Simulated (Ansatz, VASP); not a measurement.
# ZrB2 (qha): VASP beside Ansatz

```
Zr B
1.0
     3.15540    0.00000    0.00000
    -1.57770    2.73265    0.00000
     0.00000    0.00000    3.50626
Zr B
1 2
Direct
  0.00000 0.00000 0.00000
  0.33333 0.66667 0.50000
  0.66667 0.33333 0.50000
```

Alike in both runs: functional PBEsol; k mesh 15 × 15 × 12; occupations fermi-dirac, width 0.15 eV; no spin polarisation.

Ansatz relaxed the structure, and its values are those at the end. VASP's run is a single point on that final structure, the one shown.

|  | VASP | Ansatz |
| --- | --- | --- |
| version | VASP 6.6.1 | Ansatz 0.2.0 |
| potentials or method | VASP PAW PBE potentials, release 64 (Zr_sv, B) | scalar-relativistic, plane waves, PAW |
| plane-wave cutoff (eV) | 520 | 420 |
| valence electrons in the cell | 18 | 18 |

|  | VASP | Ansatz | Ansatz less VASP |
| --- | --- | --- | --- |
| gap on the k mesh at the Fermi level (eV) | none | none | - |
| pressure (GPa) | 0.3 | 0.0 | -0.33 |

A gap of «none» marks a metal or a gap that the smearing closes.

Caveats: the PAW data sets were made with another functional, which shifts forces and pressure a little (VASP).
